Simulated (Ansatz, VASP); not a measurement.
**WC4 in VASP and in Ansatz**

```
W C
1.0
     4.09117    0.00000    0.00000
     0.00000    4.09117    0.00000
     0.00000    0.00000    4.09117
W C
1 4
Direct
  0.50000 0.50000 0.50000
  0.00000 0.50000 0.50000
  0.50000 0.00000 0.50000
  0.50000 0.50000 0.00000
  0.00000 0.00000 0.00000
```

Alike in both runs: functional PBE; k mesh 4 × 4 × 4; occupations gaussian, width 0.1 eV; no spin polarisation.

Ansatz relaxed the structure, and its values are those at the end. VASP's run is a single point on that final structure, the one shown.

```csv
,VASP,Ansatz
version,VASP 6.6.1,Ansatz 0.2.0
potentials or method,"VASP PAW PBE potentials, release 64 (W_sv, C)","scalar-relativistic, plane waves, PAW"
plane-wave cutoff (eV),520,420
valence electrons in the cell,30,30
```

VASP gave:

```
gap on the k mesh at the Fermi level (eV) : none
pressure (GPa)                            : 0.1
```

Q: Which values does Ansatz return?

A: gap on the k mesh at the Fermi level (eV): none; pressure (GPa): 0.0.

A gap of «none» marks a metal or a gap that the smearing closes.

Caveats: the k mesh is coarse (spacing up to 0.38 Å⁻¹), so the values aren't converged. Spin-orbit coupling is left out, which matters for the levels of W.
